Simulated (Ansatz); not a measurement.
Tetradymite Sb₂Te₃, treated with PBEsol+SOC in Ansatz (PAW).

Run with plane-wave cutoff 520 eV, 10×10×10 k mesh, Fermi–Dirac smearing 0.01 eV, PAW data made under PBE.

Cell (measured lattice):

```
CELL_PARAMETERS angstrom
      0.00000     2.45709   -10.12097
      2.12790    -1.22854   -10.12097
     -2.12790    -1.22854   -10.12097
ATOMIC_POSITIONS crystal
  Sb 0.39831 0.39831 0.39831
  Sb 0.60169 0.60169 0.60169
  Te 0.00000 0.00000 0.00000
  Te 0.21187 0.21187 0.21187
  Te 0.78813 0.78813 0.78813
```

**Question.** What does this level give for the band gap, smallest direct gap on the k points sampled and Γ–Γ gap?

**Answer.** 
* **band gap**: 0.10 eV (indirect)
* **smallest direct gap on the k points sampled**: 0.14 eV
* **Γ–Γ gap**: 0.39 eV

Measured, for comparison: band gap 0.3 eV (temperature not stated, no zero-point or thermal correction, compiled measured gap; kind and temperature not stated, our sources range from 0.17 to 0.30; as tabulated in Kothakonda et al. (2022), arXiv:2208.02841). Computed (rounded) less measured: band gap -0.20 eV (within the reference's last digit to -0.20 eV over the range).

Note: cell and atoms aren't relaxed at this level (largest force component 0.03 eV/Å).

The computed numbers hold no vibrational or temperature effects.

It cost roughly 22 core-minutes of CPU time.

Ansatz is a first-principles code.
